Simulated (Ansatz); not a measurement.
Input and output for Mn (hcp type): DFT, PBE, PAW with Ansatz's default frozen-core files, scalar-relativistic (Ansatz 0.2.0). This run: cell relaxed at zero pressure.

The start is a guessed cell of a prototype that needn't be stable.

Command: `ansatz run input.yaml --threads 2 --pin off --max-ram 7168MiB --backend cpu --events-out ev --progress --plain --runs-dir out` It took 73 s on 2 threads of Arm Neoverse V1, with other jobs on the host, peak memory 0.56 GiB.

```yaml
crystal:
  lattice:
    - [2.5059439958, 0.0, 0.0]
    - [-1.2529719979, 2.1702111608, 0.0]
    - [0.0, 0.0, 4.0596292732]
  atoms:
    - { symbol: Mn, position: [0.3333333333, 0.6666666667, 0.25], spin: 3.0 }
    - { symbol: Mn, position: [0.6666666667, 0.3333333333, 0.75], spin: 3.0 }
magnetization:
  spin_polarized: true
kpoints:
  mp_grid: { grid: [23, 23, 13] }
scf:
  occupations: { method: fermi_dirac, width: 0.08 }
hamiltonian:
  xc: pbe
  pseudopotentials: { kind: paw }
output:
  forces: true
  stress: true
relax:
  f_tol: 0.005
  max_steps: 40
  cell: {}
```

Output:

```
Engine: ansatz 0.2.0
Pseudopotentials: kind: paw
Pseudopotential: Mn, paw, valence charge 15, recommended cutoff 420 eV (normal), Mn.paw.azcp
Functional definition: PBE
  parameter kappa = 0.804
  parameter beta = 0.06672455060314922
  exchange = pbe_x(kappa = kappa, mu = beta*pi^2/3)
  correlation = pbe_c(beta = beta)
Crystal: 2 atoms, lattice volume = 22.078 Å³
Basis set: ecut = 420 eV, 415 PW (Γ), exchange–correlation on 36×36×60 points (8 copies of the dense FFT grid, shifted against one another)
Bands: 22, of which v1, the nominal top of the filled ones, is band 15 counted from 1 (14 counted from 0)
Symmetry: 24 space group operations
Space group: P63/mmc (ITA 194), of the structure as read, at distance tolerance 2.8e-5 Å
Magnetic group: BNS 194.263 (UNI 1493), of the structure as read, at distance tolerance 2.8e-5 Å
k-points: 392 of 6877
Non-local potential: Mn, projectors of the file, l = 0: 3, l = 1: 2, l = 2: 3, l = 3: 1
PAW form: soft (Blöchl's): semilocal exchange-correlation on the pseudo side does not see the compensation charge
PAW one-centre angular grid: Mn, 590 points (default); XC on 64 Gauss nodes
Initial density: superposition of atomic densities (chi_scale 0.1, normalization cell)
Starting moments: Σ|m| = 6 μB on 2 of 2 sites
Initial wavefunctions: pseudopotential atomic-orbital guess
Functional: x = pbe(κ = 0.804, μ = 0.2195149727645171), c = pbe(β = 0.06672455060314922)
SCF iter   1: F=—  HF=-7796.051333 eV  |F-HF|=—  |Δ(HF+E_count)|=         —  Δρ=1.35e-1 (↑1.35e-1 ↓4.25e-2)  dr2=3.21e0  dr2_m=1.04e0  M=4.341 μB ∫|m|=4.365 μB  β_m=0.30  ethr=3.10e-3  ⟨swp⟩=3.5  Hψ=60284  notcnv=0
Mixer restart at iter 1: flushing history
preconditioner: auto → none  [metal: Δε(μ)=0.002 eV  Ē_g=8.110 eV  σ=0.080 eV  W_gap=0.00  n_scr=2 (ndim 8)  ℏωp=29.6 eV  f_vac=0.000  D(μ)=4.05/eV (n_scr^D=66)  sad-step TF]
SCF iter   2: F=—  HF=-7795.059612 eV  |F-HF|=—  |Δ(HF+E_count)|=   9.92e-1  Δρ=6.48e-2 (↑6.48e-2 ↓3.21e-2)  dr2=4.92e-1  dr2_m=3.94e-1  M=4.389 μB ∫|m|=4.413 μB  β_m=0.42  ethr=3.10e-3  ⟨swp⟩=3.0  Hψ=34840  notcnv=0  defer=735
SCF iter   3: F=—  HF=-7795.980770 eV  |F-HF|=—  |Δ(HF+E_count)|=   9.21e-1  Δρ=3.47e-2 (↑3.26e-2 ↓3.47e-2)  dr2=9.65e-3  dr2_m=2.24e-1  M=4.070 μB ∫|m|=4.103 μB  β_m=0.71  ethr=1.64e-3  ⟨swp⟩=2.0  Hψ=21126  notcnv=0  defer=735
SCF iter   4: F=—  HF=-7799.262616 eV  |F-HF|=—  |Δ(HF+E_count)|=         —  Δρ=2.36e-1 (↑2.36e-1 ↓1.93e-1)  dr2=3.21e-1  dr2_m=9.27e0  M=0.344 μB ∫|m|=0.421 μB  β_m=1.00  ethr=3.22e-5  ⟨swp⟩=2.7  Hψ=36147  notcnv=0  defer=703
Mixer restart at iter 4: flushing history
SCF iter   5: F=—  HF=-7798.396655 eV  |F-HF|=—  |Δ(HF+E_count)|=   8.66e-1  Δρ=7.53e-2 (↑5.77e-2 ↓7.53e-2)  dr2=2.53e0  dr2_m=1.68e-2  M=0.262 μB ∫|m|=0.277 μB  β_m=0.71  ethr=1.67e-4  ⟨swp⟩=3.6  Hψ=46233  notcnv=0  defer=534
SCF iter   6: F=—  HF=-7799.490479 eV  |F-HF|=—  |Δ(HF+E_count)|=    1.09e0  Δρ=1.10e-1 (↑1.10e-1 ↓8.17e-2)  dr2=5.13e0  dr2_m=4.47e-2  M=0.068 μB ∫|m|=0.085 μB  β_m=0.36  ethr=1.67e-4  ⟨swp⟩=3.6  Hψ=53557  notcnv=0  defer=5
SCF iter   7: F=—  HF=-7797.751551 eV  |F-HF|=—  |Δ(HF+E_count)|=    1.74e0  Δρ=3.98e-2 (↑3.98e-2 ↓1.74e-2)  dr2=4.44e-1  dr2_m=2.93e-2  M=0.092 μB ∫|m|=0.105 μB  β_m=0.36  ethr=1.67e-4  ⟨swp⟩=3.1  Hψ=45369  notcnv=0  defer=223
SCF iter   8: F=—  HF=-7797.594816 eV  |F-HF|=—  |Δ(HF+E_count)|=   1.57e-1  Δρ=1.27e-2 (↑1.27e-2 ↓2.95e-3)  dr2=1.84e-2  dr2_m=8.95e-3  M=-0.047 μB ∫|m|=0.050 μB  β_m=0.48  ethr=1.67e-4  ⟨swp⟩=3.0  Hψ=41033  notcnv=0  defer=221
SCF iter   9: F=—  HF=-7797.583763 eV  |F-HF|=—  |Δ(HF+E_count)|=   1.11e-2  Δρ=6.12e-4 (↑6.12e-4 ↓6.00e-4)  dr2=9.98e-5  dr2_m=1.16e-5  M=0.006 μB ∫|m|=0.008 μB  β_m=0.68  ethr=6.15e-5  ⟨swp⟩=2.8  Hψ=35782  notcnv=0  defer=71
SCF iter  10: F=—  HF=-7797.583920 eV  |F-HF|=—  |Δ(HF+E_count)|=   1.57e-4  Δρ=3.55e-4 (↑3.55e-4 ↓1.29e-4)  dr2=2.43e-5  dr2_m=5.25e-6  M=-0.000 μB ∫|m|=0.001 μB  β_m=0.83  ethr=3.33e-7  ⟨swp⟩=2.0  Hψ=29553  notcnv=0  defer=71
SCF iter  11: F=—  HF=-7797.583959 eV  |F-HF|=—  |Δ(HF+E_count)|=   3.86e-5  Δρ=8.95e-5 (↑8.62e-5 ↓8.95e-5)  dr2=4.86e-6  dr2_m=7.15e-8  M=0.000 μB ∫|m|=0.000 μB  β_m=0.92  ethr=8.10e-8  ⟨swp⟩=2.4  Hψ=28741  notcnv=0  defer=71
SCF iter  12: F=—  HF=-7797.583962 eV  |F-HF|=—  |Δ(HF+E_count)|=   3.94e-6  Δρ=9.82e-6 (↑3.51e-6 ↓9.82e-6)  dr2=2.16e-8  dr2_m=4.46e-9  M=0.000 μB ∫|m|=0.000 μB  β_m=0.94  ethr=1.62e-8  ⟨swp⟩=2.3  Hψ=25274  notcnv=0  defer=71
SCF iter  13: F=—  HF=-7797.583963 eV  |F-HF|=—  |Δ(HF+E_count)|=   1.29e-8  Δρ=1.98e-6 (↑1.98e-6 ↓1.85e-6)  dr2=2.23e-9  dr2_m=2.95e-11  M=0.000 μB ∫|m|=0.000 μB  β_m=0.97  ethr=7.21e-11  ⟨swp⟩=2.1  Hψ=28809  notcnv=0  defer=71
SCF iter  14: F=-7797.583963 eV  HF=-7797.583963 eV  |F-HF|=2.99e-10  |Δ(HF+E_count)|=  7.04e-10  Δρ=8.09e-7 (↑7.74e-7 ↓8.09e-7)  dr2=4.00e-10  dr2_m=1.40e-12  M=0.000 μB ∫|m|=0.000 μB  ethr=7.43e-12  ⟨swp⟩=1.8  Hψ=45541  notcnv=0
WARN: the starting moments were not kept: the SCF closed with an absolute magnetisation of 2.0e-6 μB, where they sum to 6 μB in size (2 sites). That is at most 0.1 of that sum. Measured as dr2_m measures the in/out step, that magnetisation stands 1.4e-12 eV from none, at or under the dr2_threshold of 1.0e-7 eV: it is no larger than a step whose dr2_m would equal this threshold. The system may hold no moment; this SCF shows only that its start led to no more than that. To try another start: raise the starting moments (crystal.atoms[].spin, magnetization.per_species, magnetization.initial_magnetization, or on a non-collinear deck that types none of these the spinor_matrix: blocks that start its atoms; where the total moment is fixed, keep their sum and leave initial_magnetization as it is; typed ones take the place of any that the run laid by itself, positive ones on a crystal's lanthanoids without a Hubbard term where scf.initial_density.shell_occupations: [] is typed) or, if the notice of its spin-set hold's release reads "site moments contracting" or "site moments show no strong build", lengthen the hold (scf.mixing.spin_hold: { on: { confirm: 4 } }; for m-r²SCAN on two components see the key's manual first). Each may lead to a state that holds a moment. A second SCF, from the converged charge density, with the starting moments and any scf.initial_density.shell_occupations laid on it anew, would have followed, and was not run: the deck does not ask for one (magnetization.retry_lost_moments is false, the default). To let it run, set magnetization.retry_lost_moments: true and run the deck again, where that key's refused combinations let it; where memory then withholds it, that run's warning says so.
SCF 1 converged in 14 iterations: F = -7797.583963 eV  dr2 = 4.00e-10
  greatest PAW one-centre occupation: 1.000 electrons in one spin orbital (limit 2), on the Mn atom at site 1 (counted from 0), in its partial waves of l = 0
relax step   1: F+E_penalty+E_count = -7797.58396250 eV  Δ(F+E_penalty+E_count) = +0.000e0 eV  max|allowed force component| = 2.313e-18 eV/Å  Δτ_max = 0.0000 Å  P = -7.847 GPa  Ω = 22.078 Å³  (14 SCF iters, dr2 threshold 1.00e-7 eV, accepted)
Crystal: 2 atoms, lattice volume = 21.622 Å³
Basis set: ecut = 420 eV, 391 PW (Γ), exchange–correlation on 36×36×60 points (8 copies of the dense FFT grid, shifted against one another)
Initial density: handed on by an earlier stage of this run
Starting moments: Σ|m| = 6 μB on 2 of 2 sites; this step starts from the density that it was given
Initial wavefunctions: those handed on with the density
[... lines left out ...]
the starting moments were not kept: the SCF closed with an absolute magnetisation of 1.9e-8 μB, where they sum to 6 μB in size (2 sites). That is at most 0.1 of that sum. Measured as dr2_m measures the in/out step, that magnetisation stands 2.7e-16 eV from none, at or under the dr2_threshold of 2.0e-11 eV: it is no larger than a step whose dr2_m would equal this threshold.
SCF 5 converged in 8 iterations: F = -7797.600402 eV  dr2 = 8.83e-14
relax step   5: F+E_penalty+E_count = -7797.60040241 eV  Δ(F+E_penalty+E_count) = +1.807e-4 eV  max|allowed force component| = 5.450e-17 eV/Å  Δτ_max = 0.0000 Å  P = +0.007 GPa  Ω = 21.427 Å³  stress off target by 1.72e-2 GPa  SCF on the basis re-selected at this cell (its energy is not comparable with the rows above)  (8 SCF iters)
basis re-selected at this cell: Δ(F+E_penalty+E_count) = +1.807e-4 eV, ΔP = +0.006 GPa vs the last step (what re-selecting the basis moved, of the pressure what is left beyond the Pulay correction that the steps carried, after the strain that the cell walked since its last selection, with what the two solves' SCF thresholds leave and, on support functions, any second-order correction that the steps lacked; it is no measure of the basis error at this ecutwfc). The dense FFT grid was sized anew with the basis: this SCF ran on 18×18×27 points, the steps before it on 18×18×30, so part of this shift can come from that change (see relax.cell in the input reference). This SCF's stress stands 1.72e-2 GPa from its target on what of the cell is left free (relax.cell.stress_tol is 5.00e-2 GPa) and its largest allowed force component is 5.45e-17 eV/Å (relax.f_tol is 5.00e-3 eV/Å): within both
SCF converged after 8 iterations
Magnetization: 0.0000 μB (15.0000 up, 15.0000 down)
Absolute magnetization: 0.0000 μB (∫|ρ↑−ρ↓|, with the PAW one-centre terms)
Spin contamination: 0.0000 ħ² per cell (⟨S²⟩ above its minimum at these occupations)
Per-site moments (μB) at R_I (Å): [(9.15523941359327e-9, 1.0173578974676007), (9.155239185076198e-9, 1.0173578974676007)]
Free energy (F): -7797.600402 eV
Harris-Foulkes:  -7797.600402 eV  (|F-HF|=0.00e0)
Internal energy: -7797.541175 eV  (E = F + TS)
E sigma→0 (E₀):  -7797.570788 eV
Entropy (-TS):   -0.059228 eV (-29.614 meV/atom)
Fermi energy:    20.271277 eV
--- Per-component energies (eV) ---
  E_band       = -312.372143
  E_kinetic    = 617.391357
  E_local      = -3117.532679  (includes V_loc(G=0)·N_el)
  E_nonlocal   = 472.598599
  E_hartree    = 1298.757535
  E_xc         = -231.798722
  E_vxc        = -297.087350  (∫ρ·V_xc dr)
  E_paw        = -2592.340848  (= ΣΔE_a)
  E_vpaw       = -585.257103  (= ΣTr[D̂ρ^β])
  E_aug_tail   = -0.000017  (compensation charges beyond the density's cutoff)
  E_ewald      = -4244.616399
  E_smearing   = -0.059228  (= −TS)
  E_closure    = -0.000000  (closes the sum)
  Σ components = -7797.600402   (vs F -7797.600402, Δ=0.00e0)
--- Forces (eV/Å), atoms counted from 1 ---
  atom   1  Mn    -0.00000000    -0.00000000     0.00000000
  atom   2  Mn     0.00000000     0.00000000     0.00000000
  max |Σ_I F_I| component: 8.67e-19 eV/Å
--- Stress (GPa, compression-positive) ---
        0.017177      -0.000000       0.000000
       -0.000000       0.017177       0.000000
        0.000000       0.000000      -0.014532
  P = ⅓ Tr σ = 0.0066 GPa (0.066 kbar)
--- Relaxed structure (4 steps of the walk, 4 accepted, 1 SCFs on fresh bases) ---
  F+E_penalty+E_count = -7797.60040241 eV   max|allowed force component| = 5.450e-17 eV/Å   (the final SCF, on the basis selected at the relaxed cell)
  cell:  # Å, volume = 21.4270 Å³
    - [2.482697364594818, 1.8350757400376635e-33, 0.0]
    - [-1.241348682297409, 2.150078987647789, 0.0]
    - [0.0, 0.0, 4.014050160552292]
  atoms:
    - { symbol: Mn, position: [0.33333333333333337, 0.6666666666666667, 0.25] }
    - { symbol: Mn, position: [0.6666666666666667, 0.33333333333333337, 0.7500000000000001] }
```

Next run (hcp relaxed under pressure), as changes to the input before:

```diff
   lattice:
-    - [2.5059439958, 0.0, 0.0]
-    - [-1.2529719979, 2.1702111608, 0.0]
-    - [0.0, 0.0, 4.0596292732]
+    - [1.8741206204, 0.0, 0.0]
+    - [-0.9370603102, 1.623036067, 0.0]
+    - [0.0, 0.0, 3.036075405]
   atoms:
   stress: true
+  eigenvalues: true
 relax:
   max_steps: 40
-  cell: {}
+  cell: { p_target: 1300.0, stress_tol: 0.65 }
```

Command: `ansatz run input.yaml --threads 2 --pin off --max-ram 7168MiB --backend cpu --events-out ev --progress --plain --runs-dir out` It took 48 s on 2 threads of Arm Neoverse V1, with other jobs on the host, peak memory 0.47 GiB.

Results part of the output:

```
basis re-selected at this cell: Δ(F+E_penalty+E_count) = +5.333e-5 eV, ΔP = +0.020 GPa vs the last step (what re-selecting the basis moved, of the pressure what is left beyond the Pulay correction that the steps carried, after the strain that the cell walked since its last selection, with what the two solves' SCF thresholds leave and, on support functions, any second-order correction that the steps lacked; it is no measure of the basis error at this ecutwfc). This SCF's stress stands 3.41e-2 GPa from its target on what of the cell is left free (relax.cell.stress_tol is 6.50e-1 GPa) and its largest allowed force component is 1.48e-16 eV/Å (relax.f_tol is 5.00e-3 eV/Å): within both
SCF converged after 3 iterations
Magnetization: -0.0000 μB (15.0000 up, 15.0000 down)
Absolute magnetization: 0.0000 μB (∫|ρ↑−ρ↓|, with the PAW one-centre terms)
Spin contamination: 0.0000 ħ² per cell (⟨S²⟩ above its minimum at these occupations)
Per-site moments (μB) at R_I (Å): [(-1.934341696335034e-8, 0.7664176849754325), (-1.934341691215932e-8, 0.7664176849754325)]
Free energy (F): -7772.864530 eV
Harris-Foulkes:  -7772.864530 eV  (|F-HF|=3.73e-11)
Internal energy: -7772.839373 eV  (E = F + TS)
E sigma→0 (E₀):  -7772.851952 eV
Entropy (-TS):   -0.025158 eV (-12.579 meV/atom)
Fermi energy:    50.763188 eV
--- Per-component energies (eV) ---
  E_band       = 525.873915
  E_kinetic    = 705.920769
  E_local      = -1271.884078  (includes V_loc(G=0)·N_el)
  E_nonlocal   = 530.926227
  E_hartree    = 759.571370
  E_xc         = -252.000172
  E_vxc        = -324.615526  (∫ρ·V_xc dr)
  E_paw        = -2624.248088  (= ΣΔE_a)
  E_vpaw       = -633.615895  (= ΣTr[D̂ρ^β])
  E_aug_tail   = -0.000023  (compensation charges beyond the density's cutoff)
  E_ewald      = -5621.125378
  E_smearing   = -0.025158  (= −TS)
  E_closure    = 0.000000  (closes the sum)
  Σ components = -7772.864530   (vs F -7772.864530, Δ=0.00e0)
--- Forces (eV/Å), atoms counted from 1 ---
  atom   1  Mn     0.00000000    -0.00000000     0.00000000
  atom   2  Mn    -0.00000000     0.00000000    -0.00000000
  max |Σ_I F_I| component: 5.55e-17 eV/Å
--- Stress (GPa, compression-positive) ---
     1299.989531      -0.000000       0.000000
       -0.000000    1299.989531      -0.000000
        0.000000      -0.000000    1300.034075
  P = ⅓ Tr σ = 1300.0044 GPa (13000.044 kbar)
--- Band table (eV; the first three rows and the last of 784) ---
  k-point 0 ↑: bands = ["-32.6703", "-29.4793", "-3.8798", "3.4367", "3.4367", "4.4374", "4.4374", "4.6122", "39.8934", "42.3535", "46.4119", "46.4119", "46.6814", "48.1384", "48.1384", "49.6240", "49.6240", "54.7087", "54.7087", "57.7127", "76.0048", "76.0790"]
  k-point 1 ↑: bands = ["-32.6308", "-29.5360", "-3.7562", "3.4509", "3.4509", "4.4225", "4.4225", "4.4810", "39.9654", "42.4900", "46.3335", "46.3335", "46.6220", "48.0446", "48.0446", "49.8154", "49.8154", "54.7319", "54.7319", "57.3953", "75.7202", "76.3906"]
  k-point 2 ↑: bands = ["-32.5136", "-29.7001", "-3.3943", "3.4926", "3.4926", "4.0978", "4.3786", "4.3786", "40.1786", "42.8592", "46.1603", "46.1603", "46.4821", "47.7872", "47.7872", "50.3206", "50.3206", "54.7742", "54.7742", "56.5141", "75.1657", "77.1935"]
  k-point 391 ↓: bands = ["-28.9669", "-28.9475", "-2.2027", "-2.1677", "-0.6258", "-0.2868", "3.2659", "3.3098", "41.9996", "42.2073", "43.0092", "43.7427", "47.7194", "47.7642", "49.7358", "49.9409", "55.0219", "55.1314", "70.6516", "70.9057", "72.7834", "73.3627"]
--- Relaxed structure (4 steps of the walk, 4 accepted, 1 SCFs on fresh bases) ---
  F+E_penalty+E_count = -7772.86453041 eV   max|allowed force component| = 1.480e-16 eV/Å   (the final SCF, on the basis selected at the relaxed cell)
  cell:  # Å, volume = 9.2250 Å³
    - [1.87912363537982, 1.835075740047034e-33, 1.2916278798838e-19]
    - [-0.93956181768991, 1.627368805090691, -6.458139399419021e-20]
    - [2.0924371653932764e-19, -3.7160283735624263e-34, 3.0166623216255424]
  atoms:
    - { symbol: Mn, position: [0.3333333333333333, 0.6666666666666666, 0.25000000000000006] }
    - { symbol: Mn, position: [0.6666666666666666, 0.3333333333333333, 0.7500000000000001] }
```

Next run (beta tin relaxed under pressure), as changes to the input before:

```diff
   lattice:
-    - [1.8741206204, 0.0, 0.0]
-    - [-0.9370603102, 1.623036067, 0.0]
-    - [0.0, 0.0, 3.036075405]
+    - [-1.616127945, 1.616127945, 0.8888703697]
+    - [1.616127945, -1.616127945, 0.8888703697]
+    - [1.616127945, 1.616127945, -0.8888703697]
   atoms:
-    - { symbol: Mn, position: [0.3333333333, 0.6666666667, 0.25], spin: 3.0 }
-    - { symbol: Mn, position: [0.6666666667, 0.3333333333, 0.75], spin: 3.0 }
+    - { symbol: Mn, position: [-0.375, -0.125, -0.25], spin: 3.0 }
+    - { symbol: Mn, position: [0.375, 0.125, 0.25], spin: 3.0 }
 magnetization:
 kpoints:
-  mp_grid: { grid: [23, 23, 13] }
+  mp_grid: { grid: [24, 24, 24] }
 scf:
   eigenvalues: true
+  write_density: true
+  write_potential: true
+  elf: true
+  volumetric_format: npy
 relax:
```

Results part of the output:

```
basis re-selected at this cell: Δ(F+E_penalty+E_count) = -5.856e-4 eV, ΔP = -0.089 GPa vs the last step (what re-selecting the basis moved, of the pressure what is left beyond the Pulay correction that the steps carried, after the strain that the cell walked since its last selection, with what the two solves' SCF thresholds leave and, on support functions, any second-order correction that the steps lacked; it is no measure of the basis error at this ecutwfc). This SCF's stress stands 1.07e-1 GPa from its target on what of the cell is left free (relax.cell.stress_tol is 6.50e-1 GPa) and its largest allowed force component is 1.39e-17 eV/Å (relax.f_tol is 5.00e-3 eV/Å): within both
SCF converged after 5 iterations
Magnetization: -0.0000 μB (15.0000 up, 15.0000 down)
Absolute magnetization: 0.0000 μB (∫|ρ↑−ρ↓|, with the PAW one-centre terms)
Spin contamination: 0.0000 ħ² per cell (⟨S²⟩ above its minimum at these occupations)
Per-site moments (μB) at R_I (Å): [(-1.7688500744800853e-9, 0.7021891059047252), (-1.768850111028037e-9, 0.7021891059047252)]
Free energy (F): -7770.039276 eV
Harris-Foulkes:  -7770.039276 eV  (|F-HF|=1.02e-10)
Internal energy: -7770.011757 eV  (E = F + TS)
E sigma→0 (E₀):  -7770.025516 eV
Entropy (-TS):   -0.027519 eV (-13.759 meV/atom)
Fermi energy:    50.879202 eV
--- Per-component energies (eV) ---
  E_band       = 497.191801
  E_kinetic    = 703.357269
  E_local      = -1427.638374  (includes V_loc(G=0)·N_el)
  E_nonlocal   = 543.889712
  E_hartree    = 823.037801
  E_xc         = -250.058040
  E_vxc        = -322.052134  (∫ρ·V_xc dr)
  E_paw        = -2631.929478  (= ΣΔE_a)
  E_vpaw       = -646.440654  (= ΣTr[D̂ρ^β])
  E_aug_tail   = -0.000019  (compensation charges beyond the density's cutoff)
  E_ewald      = -5530.670628
  E_smearing   = -0.027519  (= −TS)
  E_closure    = 0.000000  (closes the sum)
  Σ components = -7770.039276   (vs F -7770.039276, Δ=0.00e0)
--- Forces (eV/Å), atoms counted from 1 ---
  atom   1  Mn     0.00000000     0.00000000     0.00000000
  atom   2  Mn    -0.00000000     0.00000000    -0.00000000
  max |Σ_I F_I| component: 1.04e-17 eV/Å
--- Stress (GPa, compression-positive) ---
     1299.893354      -0.000000      -0.000000
       -0.000000    1299.893354       0.000000
       -0.000000       0.000000    1299.929540
  P = ⅓ Tr σ = 1299.9054 GPa (12999.054 kbar)
--- Band table (eV; the first three rows and the last of 2126) ---
  k-point 0 ↑: bands = ["-34.0732", "-29.1938", "-3.3508", "-3.3508", "3.3613", "3.3613", "3.5737", "3.6221", "34.1764", "40.1750", "40.5696", "42.2883", "42.3949", "51.0953", "51.0953", "51.3093", "51.3093", "55.7421", "58.3419", "67.8185", "67.8185", "76.8602"]
  k-point 1 ↑: bands = ["-34.0550", "-29.2183", "-3.3304", "-3.3294", "3.2599", "3.3210", "3.6231", "3.6386", "34.2535", "40.2300", "40.6473", "42.2614", "42.3673", "51.1126", "51.1370", "51.3397", "51.3453", "55.6770", "58.1653", "67.6477", "67.9888", "76.9211"]
  k-point 2 ↑: bands = ["-34.0004", "-29.2911", "-3.2691", "-3.2654", "3.0614", "3.2016", "3.6262", "3.7286", "34.4834", "40.3944", "40.8760", "42.1839", "42.2882", "51.1619", "51.2580", "51.4293", "51.4489", "55.4852", "57.6771", "67.1539", "68.4619", "77.0930"]
  k-point 1062 ↓: bands = ["-31.4676", "-31.4676", "-5.3509", "-5.3509", "3.5065", "3.5065", "4.3284", "4.3284", "41.7974", "41.7974", "44.4854", "44.4854", "49.2336", "49.2336", "50.9628", "50.9628", "52.3049", "52.3049", "54.0364", "54.0364", "71.7760", "71.7760"]
--- Relaxed structure (5 steps of the walk, 5 accepted, 1 SCFs on fresh bases) ---
  F+E_penalty+E_count = -7770.03927551 eV   max|allowed force component| = 1.388e-17 eV/Å   (the final SCF, on the basis selected at the relaxed cell)
  cell:  # Å, volume = 9.3814 Å³
    - [-1.6463837341007013, 1.6463837341007013, 0.8652543958033961]
    - [1.6463837341007013, -1.6463837341007013, 0.8652543958033961]
    - [1.6463837341007013, 1.6463837341007013, -0.8652543958033961]
  atoms:
    - { symbol: Mn, position: [-0.3750000000000001, -0.125, -0.25000000000000006] }
    - { symbol: Mn, position: [0.3750000000000001, 0.125, 0.25000000000000006] }
```

Antiferromagnetic order, which Cr and Mn prefer near zero pressure, wasn't tried. The start moments died away, and the runs ended non-magnetic.
